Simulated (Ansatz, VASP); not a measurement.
**TaSi3 in VASP and in Ansatz**

File INCAR:

```
PREC = Accurate ; ENCUT = 520
EDIFF = 1E-6 ; ISMEAR = 0
SIGMA = 0.1 ; LREAL = F
LASPH = T ; NELM = 100
ALGO = Normal ; ISIF = 2
LWAVE = F ; LCHARG = F
GGA = PE ; NBANDS = 33
```

Contents of KPOINTS:

```
regular mesh
0
Gamma
  4 4 4
```

Contents of POSCAR:

```
TaSi3
1.0
    0.0000000000      4.0508626100      4.0508626100
    4.0508626100      0.0000000000      4.0508626100
    4.0508626100      4.0508626100      0.0000000000
Ta Si
2 6
Direct
    0.5000000000      0.5000000000      0.5000000000
    0.2500000000      0.2500000000      0.2500000000
    0.1830526000      0.8169474000      0.8169474000
    0.8169474000      0.1830526000      0.1830526000
    0.8169474000      0.1830526000      0.8169474000
    0.1830526000      0.8169474000      0.1830526000
    0.8169474000      0.8169474000      0.1830526000
    0.1830526000      0.1830526000      0.8169474000
```

Input for Ansatz:

```yaml
crystal:
  lattice:
    - [0.0, 4.05086261, 4.05086261]
    - [4.05086261, 0.0, 4.05086261]
    - [4.05086261, 4.05086261, 0.0]
  atoms:
    - { symbol: Ta, position: [0.5, 0.5, 0.5] }
    - { symbol: Ta, position: [0.25, 0.25, 0.25] }
    - { symbol: Si, position: [0.1830526, 0.8169474, 0.8169474] }
    - { symbol: Si, position: [0.8169474, 0.1830526, 0.1830526] }
    - { symbol: Si, position: [0.8169474, 0.1830526, 0.8169474] }
    - { symbol: Si, position: [0.1830526, 0.8169474, 0.1830526] }
    - { symbol: Si, position: [0.8169474, 0.8169474, 0.1830526] }
    - { symbol: Si, position: [0.1830526, 0.1830526, 0.8169474] }
basis:
  ecutwfc: 420
kpoints:
  mp_grid: { grid: [4, 4, 4] }
hamiltonian:
  xc: pbe
scf:
  occupations: { method: gaussian, width: 0.1 }
  lower_state_search: "off"
output:
  forces: true
  stress: true
  eigenvalues: true
```

Alike in both runs: task single point; functional PBE; k mesh 4 × 4 × 4; occupations gaussian, width 0.1 eV; no spin polarisation.

|  | VASP | Ansatz |
| --- | --- | --- |
| version | VASP 6.6.1 | Ansatz 0.2.0 |
| potentials or method | VASP PAW PBE potentials, release 64 (Ta_pv, Si) | scalar-relativistic, plane waves, PAW |
| plane-wave cutoff (eV) | 520 | 420 |
| valence electrons in the cell | 46 | 50 |

```csv
,VASP,Ansatz,Ansatz less VASP
gap on the k mesh at the Fermi level (eV),none,none,-
rms of the force components (eV/Å),5.427,5.476,+0.0492
```

Atom by atom the forces differ by 0.049 eV/Å (rms over components). A gap of «none» marks a metal or a gap that the smearing closes. The two sets of potentials don't hold the same shells in valence.

Caveats: forces of over 1 eV/Å show positions far from the minimum, so gaps and moduli don't describe the material at rest. Spin-orbit coupling is left out, which matters for the levels of Ta.
